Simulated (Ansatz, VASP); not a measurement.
**InSe in two plane-wave programs**

Aim: how closely do two programs agree when they are given the same cell, functional and k mesh? The cell is taken from a series of VASP runs on this material, whose earlier steps may have relaxed, scaled or displaced it; both programs get it as it stands.

Main program and level: Ansatz 0.2.0; plane waves, with VASP 6.6.1 beside it; relaxation of cell and atoms at LDA.

## Step 1: The structure

It takes space group R3m (No. 160, trigonal). The conventional cell has a = 3.976 Å, b = 3.976 Å, c = 24.400 Å, α = 90.00°, β = 90.00°, γ = 120.00°. Nearest to In lie 3 Se at 2.62 Å and 1 In at 2.75 Å. In has 3 Se at 2.62 Å and 1 In at 2.75 Å nearest. Nearest to Se lie 3 In at 2.62 Å. Se has 3 In at 2.62 Å nearest. Farther neighbours and most contacts between anions are not listed.

## Step 2: Ansatz: relaxation of cell and atoms, LDA

Ansatz runs on its default PAW (the set named soft_2) files.

The relaxed volume is the usual yardstick between codes: its relative difference is about their pressure difference at one cell divided by the bulk modulus.

Input file input.yaml:

```yaml
crystal:
  lattice:
    - [1.9879778297, 1.1477595351, 8.1333380985]
    - [-1.9879778297, 1.1477595351, 8.1333380985]
    - [0.0, -2.2955190702, 8.1333380985]
  atoms:
    - { symbol: In, position: [0.1119389282, 0.1119389282, 0.1119389282] }
    - { symbol: In, position: [0.9994302533, 0.9994302533, 0.9994302533] }
    - { symbol: Se, position: [0.8306055817, 0.8306055817, 0.8306055817] }
    - { symbol: Se, position: [0.6140252368, 0.6140252368, 0.6140252368] }
hamiltonian:
  xc: lda
  pseudopotentials: { kind: paw }
kpoints:
  mp_grid: { grid: [10, 10, 10] }
scf:
  occupations: { method: gaussian, width: 0.03 }
relax:
  f_tol: 0.01
  max_steps: 60
  cell: { stress_tol: 0.05 }
output:
  forces: true
  stress: true
```

The run is started by

```bash
$ ansatz run input.yaml --threads 4 --pin off --max-ram 9216MiB --backend cpu --events-out ev --progress --plain --runs-dir out
```

Numbers of over 12 decimals in the logs are rounded to 6 here.

The log of the run:

```text
basis.fft_grid_basis auto: the FFT boxes are laid along the combinations [[1, 0, -1], [0, 1, -1], [0, 0, 1]] of the cell's own vectors, 3.976, 3.976 and 8.451 Å long. The dense box has 27×27×60 points. Along the cell's own vectors, as sized, it would have 60×60×60, 4.94 times as many. Of the 6 symmetry operations that the crystal satisfies within crystal.symmetry.tolerance (time reversal apart; of a slab, those that  [...]
Engine: ansatz 0.2.0, aarch64-unknown-linux-gnu
Pseudopotentials: kind: paw
Pseudopotential: In, paw, valence charge 13, recommended cutoff 420 eV (normal), In.paw.azcp
Pseudopotential: Se, paw, valence charge 16, recommended cutoff 420 eV (normal), Se.paw.azcp
Functional definition: SPW92
  exchange = slater_x
  correlation = pw_c
Crystal: 4 atoms, lattice volume = 111.348 Å³
Basis set: ecut = 420 eV, 2205 PW (Γ), FFT grids on a1−a3, a2−a3, a3
Bands: 35, of which v1, the nominal top of the filled ones, is band 29 counted from 1 (28 counted from 0)
Symmetry: 6 space group operations
Space group: R3m (ITA 160), of the structure as read, at distance tolerance 4.8e-5 Å
k-points: 116 of 1000 (time reversal used)
Non-local potential: In, projectors of the file, l = 0: 2, l = 1: 2, l = 2: 2, l = 3: 2
Non-local potential: Se, projectors of the file, l = 0: 2, l = 1: 2, l = 2: 3, l = 3: 1
PAW form: soft (Blöchl's): semilocal exchange-correlation on the pseudo side does not see the compensation charge
PAW frozen core: In, regenerated for the run's functional, and the local potential with it (the file was generated under x = pbe(κ = 0.804, μ = 0.219515), c = pbe(β = 0.066725))
PAW frozen core: Se, regenerated for the run's functional, and the local potential with it (the file was generated under x = pbe(κ = 0.804, μ = 0.219515), c = pbe(β = 0.066725))
PAW one-centre angular grid: In, 590 points (default); XC on 64 Gauss nodes
PAW one-centre angular grid: Se, 590 points (default); XC on 64 Gauss nodes
Initial density: superposition of atomic densities (neutral atoms: chi_scale 0, normalization atom), corrected by the library's trained network
Initial wavefunctions: pseudopotential atomic-orbital guess
Functional: x = slater, c = lda
SCF iter   1: F=—  HF=-21682.768056 eV  |F-HF|=—  |Δ(HF+E_count)|=         —  Δρ=6.94e-3  dr2=5.76e-2  ethr=1.77e-3  ⟨swp⟩=6.9  Hψ=17699  notcnv=0
preconditioner: auto → Resta (q_TF=auto, 2.447 Å⁻¹)  ε∞=3.4  [insulator: Δε(μ)=0.175 eV  Ē_g=13.920 eV  σ=0.030 eV  W_gap=1.00  n_scr=30 (ndim 8)  ℏωp=21.7 eV  f_vac=0.064  D(μ)=0.00/eV (n_scr^D=0)  ε∞_Penn≈3.4]
SCF iter   2: F=—  HF=-21682.753702 eV  |F-HF|=—  |Δ(HF+E_count)|=   1.44e-2  Δρ=2.90e-3  dr2=5.18e-3  ethr=9.92e-5  ⟨swp⟩=3.9  Hψ=7912  notcnv=0  defer=134
SCF iter   3: F=—  HF=-21682.752577 eV  |F-HF|=—  |Δ(HF+E_count)|=   1.13e-3  Δρ=9.41e-4  dr2=7.52e-4  ethr=8.93e-6  ⟨swp⟩=2.0  Hψ=5086  notcnv=0  defer=134
SCF iter   4: F=—  HF=-21682.752483 eV  |F-HF|=—  |Δ(HF+E_count)|=   9.38e-5  Δρ=2.34e-4  dr2=5.67e-5  ethr=1.30e-6  ⟨swp⟩=2.0  Hψ=4521  notcnv=0  defer=134
SCF iter   5: F=—  HF=-21682.752485 eV  |F-HF|=—  |Δ(HF+E_count)|=   1.81e-6  Δρ=4.74e-5  dr2=2.53e-6  ethr=9.78e-8  ⟨swp⟩=3.0  Hψ=7282  notcnv=0  defer=134
SCF iter   6: F=—  HF=-21682.752485 eV  |F-HF|=—  |Δ(HF+E_count)|=   8.42e-7  Δρ=9.80e-6  dr2=1.48e-7  ethr=4.36e-9  ⟨swp⟩=2.0  Hψ=7248  notcnv=0  defer=134
SCF iter   7: F=-21682.752485 eV  HF=-21682.752485 eV  |F-HF|=5.60e-10  |Δ(HF+E_count)|=   3.09e-8  Δρ=3.80e-6  dr2=2.18e-8  ethr=1.72e-10  ⟨swp⟩=4.0  Hψ=14616  notcnv=0
SCF 1 converged in 7 iterations: F = -21682.752485 eV  dr2 = 2.18e-8
  greatest PAW one-centre occupation: 1.000 electrons in one spin orbital (limit 2), on the Se atom at site 2 (counted from 0), in its partial waves of l = 2
relax step   1: F+E_penalty+E_count = -21682.75248534 eV  Δ(F+E_penalty+E_count) = +0.000e0 eV  max|allowed force component| = 2.845e-2 eV/Å  Δτ_max = 0.0000 Å  P = -0.152 GPa  Ω = 111.348 Å³  (7 SCF iters, dr2 threshold 1.00e-7 eV, accepted)
[...]
relax step   2: F+E_penalty+E_count = -21682.75237241 eV  Δ(F+E_penalty+E_count) = +1.129e-4 eV  max|allowed force component| = 3.694e-2 eV/Å  Δτ_max = 0.0115 Å  P = +0.125 GPa  Ω = 111.196 Å³  energy of the carried Pulay correction = +2.705e-5 eV  (5 SCF iters, dr2 threshold 7.35e-8 eV, rejected (line search))
[...]
relax step   3: F+E_penalty+E_count = -21682.75269174 eV  Δ(F+E_penalty+E_count) = -2.064e-4 eV  max|allowed force component| = 6.580e-4 eV/Å  Δτ_max = 0.0022 Å  P = +0.008 GPa  Ω = 111.113 Å³  energy of the carried Pulay correction = +4.190e-5 eV  (8 SCF iters, accepted)
[...]
relax step   4: F+E_penalty+E_count = -21682.75265275 eV  Δ(F+E_penalty+E_count) = +3.899e-5 eV  max|allowed force component| = 6.444e-4 eV/Å  Δτ_max = 0.0000 Å  P = +0.008 GPa  Ω = 111.113 Å³  stress off target by 1.04e-2 GPa  SCF on the basis re-selected at this cell (its energy is not comparable with the rows above)  (4 SCF iters)
basis re-selected at this cell: Δ(F+E_penalty+E_count) = +3.899e-5 eV, ΔP = +0.000 GPa vs the last step (what re-selecting the basis moved, of the pressure what is left beyond the Pulay correction that the steps carried, after the strain that the cell walked since its last selection, with what the two solves' SCF thresholds leave and, on support functions, any second-order correction that the steps lacked; it is no m [...]
SCF converged after 4 iterations
Free energy (F): -21682.752653 eV
Harris-Foulkes:  -21682.752653 eV  (|F-HF|=1.09e-11)
Internal energy: -21682.752653 eV  (E = F + TS)
E sigma→0 (E₀):  -21682.752653 eV
Fermi energy:    7.820128 eV
--- Per-component energies (eV) ---
  E_band       = -899.769402
  E_kinetic    = 726.832833
  E_local      = -7730.831376  (includes V_loc(G=0)·N_el)
  E_nonlocal   = -437.833960
  E_hartree    = 3560.858336
  E_xc         = -634.435013
  E_vxc        = -399.422846  (∫ρ·V_xc dr)
  E_paw        = -11685.110040  (= ΣΔE_a)
  E_vpaw       = -180.229633  (= ΣTr[D̂ρ^β])
  E_aug_tail   = -0.001151  (compensation charges beyond the density's cutoff)
  E_ewald      = -5487.236079
  E_core_change = 5.003797  (= ΣΔE_core)
  E_smearing   = -0.000000  (= −TS)
  E_closure    = -0.000000  (closes the sum)
  Σ components = -21682.752653   (vs F -21682.752653, Δ=0.00e0)
--- Forces (eV/Å), atoms counted from 1 ---
  atom   1  In     0.00000000     0.00000000     0.00027089
  atom   2  In    -0.00000000     0.00000000     0.00006492
  atom   3  Se    -0.00000000    -0.00000000    -0.00064455
  atom   4  Se    -0.00000000    -0.00000000     0.00030831
  max |Σ_I F_I| component: 4.36e-7 eV/Å
--- Stress (GPa, compression-positive) ---
        0.006926       0.000000       0.000000
        0.000000       0.006926      -0.000000
        0.000000      -0.000000       0.010369
  P = ⅓ Tr σ = 0.0081 GPa (0.081 kbar)
--- Relaxed structure (3 steps of the walk, 2 accepted, 1 SCFs on fresh bases) ---
  F+E_penalty+E_count = -21682.75265275 eV   max|allowed force component| = 6.444e-4 eV/Å   (the final SCF, on the basis selected at the relaxed cell)
  cell:  # Å, volume = 111.1128 Å³
    - [1.986644, 1.146989, 8.127059]
    - [-1.986644, 1.146989, 8.127059]
    - [0, -2.293979, 8.127059]
  atoms:
    - { symbol: In, position: [0.111915, 0.111915, 0.111915] }
    - { symbol: In, position: [0.999453, 0.999453, 0.999453] }
    - { symbol: Se, position: [0.830515, 0.830515, 0.830515] }
    - { symbol: Se, position: [0.614116, 0.614116, 0.614116] }
```

Elapsed: 36 s, on 4 threads of Arm Neoverse V1, shared host; peak memory 0.62 GiB; 2.3 min of CPU time.

## Step 3: VASP: relaxation of cell and atoms, LDA

The same cell, functional (in two slightly different forms), mesh and smearing now go to VASP, with its own data sets and cutoff.

Lines of VASP's logs that name or quote its potential files are left out, and so is its time.

Input file INCAR:

```
SYSTEM = InSe
PREC = Accurate
ENCUT = 450
EDIFF = 1E-07
NELM = 100
ISMEAR = 0
SIGMA = 0.03
LREAL = .FALSE.
ALGO = Normal
GGA = CA
NBANDS = 25
LORBIT = 11
LWAVE = .FALSE.
LCHARG = .FALSE.
KPAR = 8
IBRION = 2
NSW = 50
ISIF = 3
EDIFFG = -0.002
```

Input file POSCAR:

```
InSe
1.0
    1.9879778297      1.1477595351      8.1333380985
   -1.9879778297      1.1477595351      8.1333380985
    0.0000000000     -2.2955190702      8.1333380985
In Se
2 2
Direct
    0.1119389282      0.1119389282      0.1119389282
    0.9994302533      0.9994302533      0.9994302533
    0.8306055817      0.8306055817      0.8306055817
    0.6140252368      0.6140252368      0.6140252368
```

Input file KPOINTS:

```
Automatic mesh
0
Gamma
10 10 10
0 0 0
```

Potentials, in the order of the species: In_d and Se (LDA family, release 64).

The run is started by

```bash
$ mpirun -np 8 vasp_std
```

The log of the run:

```text
[banner, memory and clock lines left out]
running    8 mpi-ranks, on    1 nodes
 distrk:  each k-point on    1 cores,    8 groups
 distr:  one band on    1 cores,    1 groups

 POSCAR found type information on POSCAR InSe
 POSCAR found :  2 types and       4 ions
|                                                                             |
|           W    W    AA    RRRRR   N    N  II  N    N   GGGG   !!!           |
|           W    W   A  A   R    R  NN   N  II  NN   N  G    G  !!!           |
|           W    W  A    A  R    R  N N  N  II  N N  N  G       !!!           |
|           W WW W  AAAAAA  RRRRR   N  N N  II  N  N N  G  GGG   !            |
|           WW  WW  A    A  R   R   N   NN  II  N   NN  G    G                |
|           W    W  A    A  R    R  N    N  II  N    N   GGGG   !!!           |
|                                                                             |
|     For optimal performance we recommend to set                             |
|       NCORE = 2 up to number-of-cores-per-socket                            |
|     NCORE specifies how many cores store one orbital (NPAR=cpu/NCORE).      |
|     This setting can greatly improve the performance of VASP for DFT.       |
|     The default, NCORE=1 might be grossly inefficient on modern             |
|     multi-core architectures or massively parallel machines. Do your        |
|     Unfortunately you need to use the default for GW and RPA                |
|     calculations (for HF NCORE is supported but not extensively tested      |
|     yet).                                                                   |
|                                                                             |

 LDA part: xc-table for (Slater(with rela. corr.)+CA(PZ))
 , standard interpolation
 POSCAR, INCAR and KPOINTS ok, starting setup
 FFT: planning ... GRIDC
 FFT: planning ... GRID_SOFT
 FFT: planning ... GRID
 WAVECAR not read
 entering main loop
       N       E                     dE             d eps       ncg     rms          rms(c)
DAV:   1     0.319440607297E+03    0.31944E+03   -0.16184E+04  5800   0.154E+03
DAV:   2     0.185238095327E+02   -0.30092E+03   -0.29438E+03  5988   0.381E+02
DAV:   3    -0.157275871772E+02   -0.34251E+02   -0.33717E+02  7527   0.145E+02
DAV:   4    -0.171065051739E+02   -0.13789E+01   -0.13765E+01  6738   0.313E+01
DAV:   5    -0.171692286378E+02   -0.62723E-01   -0.62717E-01  9393   0.612E+00    0.713E+00
DAV:   6    -0.167213948171E+02    0.44783E+00   -0.92978E-01  7886   0.159E+01    0.436E+00
DAV:   7    -0.166781390860E+02    0.43256E-01   -0.34263E-01  7850   0.431E+00    0.109E+00
DAV:   8    -0.166725914596E+02    0.55476E-02   -0.28866E-02  8849   0.198E+00    0.587E-01
DAV:   9    -0.166717525754E+02    0.83888E-03   -0.46488E-03  6855   0.443E-01    0.142E-01
DAV:  10    -0.166717640494E+02   -0.11474E-04   -0.28717E-04  9023   0.135E-01    0.793E-02
DAV:  11    -0.166717757901E+02   -0.11741E-04   -0.56929E-05  7628   0.808E-02    0.176E-02
DAV:  12    -0.166717724471E+02    0.33430E-05   -0.10459E-05  8638   0.355E-02    0.128E-02
DAV:  13    -0.166717727799E+02   -0.33273E-06   -0.18670E-06  7747   0.832E-03    0.751E-03
DAV:  14    -0.166717728480E+02   -0.68133E-07   -0.50509E-07  5965   0.100E-02
   1 F= -.16671773E+02 E0= -.16671773E+02  d E =-.166718E+02
 curvature:   0.00 expect dE= 0.000E+00 dE for cont linesearch  0.000E+00
 trial: gam= 0.00000 g(F)=  0.263E-06 g(S)=  0.360E-06 ort = 0.000E+00 (trialstep = 0.100E+01)
 search vector abs. value=  0.623E-06
 reached required accuracy - stopping structural energy minimisation
```

From OUTCAR (step 3):

```text
ion  position               nearest neighbor table
   1  0.112  0.112  0.112-   3 2.62   3 2.62   3 2.62   2 2.75
   2  0.999  0.999  0.999-   4 2.62   4 2.62   4 2.62   1 2.75
   3  0.831  0.831  0.831-   1 2.62   1 2.62   1 2.62
   4  0.614  0.614  0.614-   2 2.62   2 2.62   2 2.62

  LATTYP: Found a trigonal (rhomboedric) cell.
 ALAT       =     8.4510707266
 COS(alpha) =     0.8893300799

 Subroutine GETGRP returns: Found  6 space group operations
 (whereof  6 operations were pure point group operations)

The static configuration has the point symmetry C_3v.

 Found    116 irreducible k-points:

   k-points           NKPTS =    116   k-points in BZ     NKDIM =    116   number of bands    NBANDS=     25

   dimension x,y,z NGX =    60 NGY =   60 NGZ =   60
   dimension x,y,z NGXF=   120 NGYF=  120 NGZF=  120

   ENCUT  =  450.0 eV  33.07 Ry    5.75 a.u.  14.62 14.62 14.62*2*pi/ulx,y,z

   NELECT =      38.0000    total number of electrons

 k-points in reciprocal lattice and weights: Automatic mesh
   0.00000000  0.00000000  0.00000000       0.001
   0.10000000 -0.00000000 -0.00000000       0.006
   0.20000000 -0.00000000 -0.00000000       0.006
   0.30000000 -0.00000000  0.00000000       0.006
   0.40000000 -0.00000000  0.00000000       0.006
   0.50000000  0.00000000  0.00000000       0.003
   0.10000000  0.10000000 -0.00000000       0.006
   0.20000000  0.10000000 -0.00000000       0.012
   0.30000000  0.10000000 -0.00000000       0.012
[...]
-0.40000000  0.50000000  0.40000000       0.006
   0.50000000  0.50000000  0.50000000       0.001

 average (electrostatic) potential at core
       1 -96.2376       2 -96.2397       3 -59.9124       4 -59.9127

 E-fermi :   4.6265

 k-point     1 :       0.0000    0.0000    0.0000
  band No.  band energies     occupation
    ...
     15       2.7178      2.00000
     16       3.0555      2.00000
     17       3.0555      2.00000
     18       3.2294      2.00000
     19       3.2294      2.00000
     20       6.2330      0.00000
     21       6.4475      0.00000
     22       8.7059      0.00000
     23       8.7059      0.00000
     24       9.5231      0.00000
    ...

 k-point     2 :       0.1000   -0.0000   -0.0000
  band No.  band energies     occupation
    ...
     15       2.2365      2.00000
     16       2.8361      2.00000
     17       2.9127      2.00000
     18       3.1219      2.00000
     19       3.2376      2.00000
     20       6.4487      0.00000
     21       6.9748      0.00000
     22       8.1617      0.00000
     23       8.8100      0.00000
     24       9.3188      0.00000
    ...

 k-point     3 :       0.2000   -0.0000   -0.0000
  band No.  band energies     occupation
    ...
     15       1.2067      2.00000
     16       2.5536      2.00000
     17       2.5963      2.00000
     18       2.8407      2.00000
     19       3.3680      2.00000
     20       6.5723      0.00000
     21       6.8066      0.00000
     22       8.3230      0.00000
     23       8.6690      0.00000
     24       9.0176      0.00000
    ...

  Total        0.0038158      0.0038158      0.0008736      0.0000000      0.0000000      0.0000000
  in kB        0.0549054      0.0549054      0.0125696      0.0000000      0.0000000      0.0000000
  external PRESSURE =       0.0407935 kB  Pullay stress =       0.0000000 kB

  energy-cutoff  :      450.00
  volume of cell :      111.35
      direct lattice vectors                 reciprocal lattice vectors
     1.987977830  1.147759535  8.133338098     0.251511859  0.145210440  0.040983583
    -1.987977830  1.147759535  8.133338098    -0.251511859  0.145210440  0.040983583
     0.000000000 -2.295519070  8.133338098     0.000000000 -0.290420879  0.040983583

 POSITION                                       TOTAL-FORCE (eV/Angst)
 -----------------------------------------------------------------------------------
      0.00000      0.00000      2.73131         0.000000      0.000000     -0.001300
      0.00000      0.00000     24.38611         0.000000     -0.000000      0.001469
      0.00000      0.00000     20.26679         0.000000     -0.000000     -0.000975
      0.00000      0.00000     14.98222         0.000000     -0.000000      0.000806
 -----------------------------------------------------------------------------------
    total drift:                               -0.000000      0.000000      0.000454

  FREE ENERGIE OF THE ION-ELECTRON SYSTEM (eV)
  ---------------------------------------------------
  free  energy   TOTEN  =       -16.6717728480 eV

  energy  without entropy=      -16.6717728476  energy(sigma->0) =      -16.67177285

 reached required accuracy - stopping structural energy minimisation

 total charge
# of ion       s       p       d       tot
------------------------------------------
    1        0.876   0.706   9.884  11.466
    2        0.876   0.704   9.884  11.464
    3        1.479   2.334   0.026   3.839
    4        1.480   2.333   0.025   3.838
--------------------------------------------------
tot          4.710   6.077  19.820  30.607

[... 3 further parts left out ...]
```

CONTCAR:

```
InSe
   1.00000000000000
     1.9879778296999999    1.1477595351000001    8.1333380984999994
    -1.9879778296999999    1.1477595351000001    8.1333380984999994
     0.0000000000000000   -2.2955190702000001    8.1333380984999994
  In              Se
     2     2
Direct
     0.1119389281999972    0.1119389281999972    0.1119389281999972
     0.9994302532999981    0.9994302532999981    0.9994302532999981
     0.8306055816999987    0.8306055816999987    0.8306055816999987
     0.6140252368000034    0.6140252368000034    0.6140252368000034
```

## Step 4: Side by side

Known differences besides the potentials themselves: the two LDA forms differ slightly; both relaxations stop at a tolerance, which leaves soft axes loose, and VASP keeps its plane-wave basis; the data sets hold 58 valence electrons in Ansatz (default PAW (the set named soft_2) files) and 38 in VASP; the cutoff is 420 eV in Ansatz and 450 eV in VASP; VASP's log shows a relativistic correction to its local exchange, Ansatz's none; Ansatz adds a Pulay correction to the stress that steers its cell, VASP none. Total energies have different zeros and are not compared.

The two programs side by side:

```csv
quantity,Ansatz,VASP,difference
volume (Å³),111.11,111.35,-0.21 %
"edge a after relaxation, in the typed setting (Å)",8.445,8.451,-0.08 %
```

The walks stopped with 0.01 GPa left in Ansatz and 0.00 GPa in VASP; each walk ends within a tolerance, so the volume difference is uncertain by about these residues over the bulk modulus, most in soft cells.

## Step 5: Outcome

- difference in volume (relaxation of cell and atoms, LDA): -0.21 %

**Reading.** The difference in volume is -0.21 % (relaxation of cell and atoms, LDA), within the 1.2 % picked in this series as the mark of a large difference, as far as the stopping tolerances let one tell. How closely two codes agree says nothing of how well the functional describes the real material.

[Lines on the potential files, build, host, timing and source positions are cut from VASP's logs without a mark.]

[Logs are printed without paths, hosts, clocks, repeated set-up lines and the standing remarks that a program may print on its own settings, such as how far it seeks lower states.]

[Hosts, paths, dates, database ids (printed as entryN), source tags and the programs' standing remarks are cut or masked in the printed files.]
